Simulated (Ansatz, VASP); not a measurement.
# La: VASP beside Ansatz

```
CELL_PARAMETERS angstrom
2.52075 0.00000 0.00000
0.00000 2.52075 0.00000
0.00000 0.00000 2.52075
ATOMIC_POSITIONS crystal
La 0.00000 0.00000 0.00000
```

Change from the starting cell: volume scaled by 0.5, PAW files.

Alike in both runs: task single point; functional LDA; k mesh 13 × 13 × 13; occupations fermi-dirac, width 0.05 eV; no spin polarisation.

```csv
,VASP,Ansatz
version,VASP 6.6.1,Ansatz 0.2.0
potentials or method,"VASP PAW LDA potentials, release 64 (La)","PAW with Ansatz's default frozen-core files, scalar-relativistic"
plane-wave cutoff (eV),520,420
valence electrons in the cell,11,11
```

```tsv
	VASP	Ansatz	Ansatz less VASP
pressure (GPa)	126.1	126.3	+0.22
```

Caveats: the cell as given lies far from equilibrium; so large a pressure means that the cell lies far from this level's equilibrium, or that cutoff or potentials fall short (VASP). The runs have no spin-orbit coupling, so splittings on La are missing.
